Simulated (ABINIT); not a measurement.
Crystal: BaS.

```
Ba S
1.0
     0.00000    3.19375    3.19375
     3.19375    0.00000    3.19375
     3.19375    3.19375    0.00000
Ba S
1 1
Direct
  0.00000 0.00000 0.00000
  0.50000 0.50000 0.50000
```

Base run:

* Program: ABINIT 10.8.3 (patched build)
* Functional: WC
* Potentials or basis: JTH PAW PBE v2.0
* Cutoff: 544 eV
* k mesh: 7 × 7 × 7
* Occupations: fermi-dirac, width 0.05 eV
* Spin: no spin polarisation

Its results: band gap on the k mesh 2.06 eV, indirect (least direct gap 2.21 eV); pressure -0.7 GPa.

Q: After a change of settings the same cell gave: band gap on the k mesh 2.01 eV, indirect (least direct gap 2.12 eV); pressure -0.7 GPa. Which change was it?
A. functional from WC to SCAN; cutoff from 544 eV to 653 eV; fine-grid cutoff from 1088.46 eV to 1251.72 eV
B. spin from no spin polarisation to spin-orbit coupling, no magnetisation
C. functional from WC to r2SCAN; cutoff from 544 eV to 653 eV; fine-grid cutoff from 1088.46 eV to 1251.72 eV
D. functional from WC to HCTH407; spin from no spin polarisation to spin-orbit coupling, no magnetisation

A: B.

Spin-orbit coupling splits the band edges, which narrows the gap.

Caveats: this set's barium file shifts pressures by 1.5 GPa and gaps by 0.1 eV against other sets; the PAW data sets were made with another functional, which shifts forces and pressure a little; spin-orbit coupling is left out, which moves the levels of the heavy elements (some runs).
